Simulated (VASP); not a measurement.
Here is a VASP 6.6.1 calculation.

The input INCAR:

```
PREC     = Accurate       # precision mode
ENCUT    = 520            # plane-wave cutoff, eV
EDIFF    = 1E-7           # SCF threshold, eV
ISMEAR   = 0              # smearing method
SIGMA    = 0.05           # smearing width, eV
LREAL    = False          # projectors in reciprocal space
LASPH    = True           # aspherical terms in the spheres
NELM     = 100            # most SCF steps
ALGO     = Normal         # electronic algorithm
ISIF     = 2              # what is computed and relaxed
LWAVE    = False          # write WAVECAR
LCHARG   = True           # write CHGCAR
GGA      = PS             # functional
LELF     = True           # ELF
LVHAR    = True         
NBANDS   = 28             # bands
```

Contents of KPOINTS:

```
Automatic mesh
0
Gamma
  6 6 4
```

Contents of POSCAR:

```
SnSe
1.0
    4.2853274191      0.0000000000      0.0000000000
    0.0000000000      4.2853274191      0.0000000000
    0.0000000000      0.0000000000     10.9906921300
Sn Se
2 2
Direct
    0.5000000000      0.0000000000      0.3676798060
    0.0000000000      0.5000000000      0.6232215860
    0.5000000000      0.0000000000      0.6160394900
    0.0000000000      0.5000000000      0.3839605100
```

Potentials or basis: VASP PAW PBE potentials, release 64 (Sn_d, Se).

The run is started by

```console
$ cat potpaw_PBE.64/Sn_d/POTCAR potpaw_PBE.64/Se/POTCAR > POTCAR
$ mpirun -np 1 vasp_std > vasp.out
```

(1) Predict the largest force.

(2) Estimate the band gap on the k mesh.

## Answers

(1) 0.461 eV/Å.

(2) 1.45 eV, direct.

Caveat: the PAW data sets were made with another functional, which shifts forces and pressure a little; spin-orbit coupling is left out, which moves the levels of the heavy elements.
